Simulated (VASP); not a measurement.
Wanted: the native input for a VASP 6.6.1 run.

```yaml
Task: single point
Functional: PBE
Potentials_or_basis: VASP PAW PBE potentials, release 64 (Ru_pv)
Cutoff: 520 eV
k_mesh: 4 × 4 × 1
Occupations: gaussian, width 0.1 eV
Spin: no spin polarisation
Dipole_correction: yes
Further_INCAR_settings: ALGO = Fast; EDIFF = 1e-06; NBANDS = 96
```

The structure of Ru lies in POSCAR:

```
Ru
1.0
    5.4120000000      0.0000000000      0.0000000000
    2.7060000000      4.6869294853      0.0000000000
    0.0000000000      0.0000000000     20.2820000000
Ru
12
Direct
    0.0000000000      0.0000000000      0.3944384183
    0.5000000000      0.0000000000      0.3944384183
    0.0000000000      0.5000000000      0.3944384183
    0.5000000000      0.5000000000      0.3944384183
   -0.1666666667      0.3333333333      0.4964220260
    0.3333333333      0.3333333333      0.4964220260
   -0.1666666667      0.8333333333      0.4964220260
    0.3333333333      0.8333333333      0.4964220260
    0.0000000000      0.0000000000      0.5983793859
    0.5000000000      0.0000000000      0.5983793859
    0.0000000000      0.5000000000      0.5983793859
    0.5000000000      0.5000000000      0.5983793859
```

The cell was built by a generator and needn't be a form met in nature.

The input as run:

INCAR

```
SYSTEM = Ru
PREC = Accurate
ENCUT = 520
EDIFF = 1E-6
ISMEAR = 0
SIGMA = 0.1
LREAL = .FALSE.
LASPH = .TRUE.
NELM = 100
ALGO = Fast
ISIF = 2
LWAVE = .FALSE.
LCHARG = .TRUE.
LDIPOL = .TRUE.
IDIPOL = 3
DIPOL = 0.5 0.5 0.496
GGA = PE
LELF = .TRUE.
LVHAR = .TRUE.
LVACPOTAV = .TRUE.
NBANDS = 96
```

KPOINTS

```
regular mesh
0
G
  4 4 1
  0 0 0
```

Potentials or basis: VASP PAW PBE potentials, release 64 (Ru_pv).

The run is started by

```sh
$ cat potpaw_PBE.64/Ru_pv/POTCAR > POTCAR
$ mpirun -np 1 vasp_std > vasp.out
```

It gave:

| Property | Result |
| --- | --- |
| Largest force | 0.014 eV/Å |
| Band gap on the k mesh | none (metal or under the smearing width) |
| Work function of the upper face | 5.00 eV |
| Work function of the lower face | 5.00 eV |

It took 12 min on 1 thread of Intel(R) Xeon(R) Platinum 8375C CPU @ 2.90GHz (Ice Lake) (shared host), peak memory 0.58 GiB.
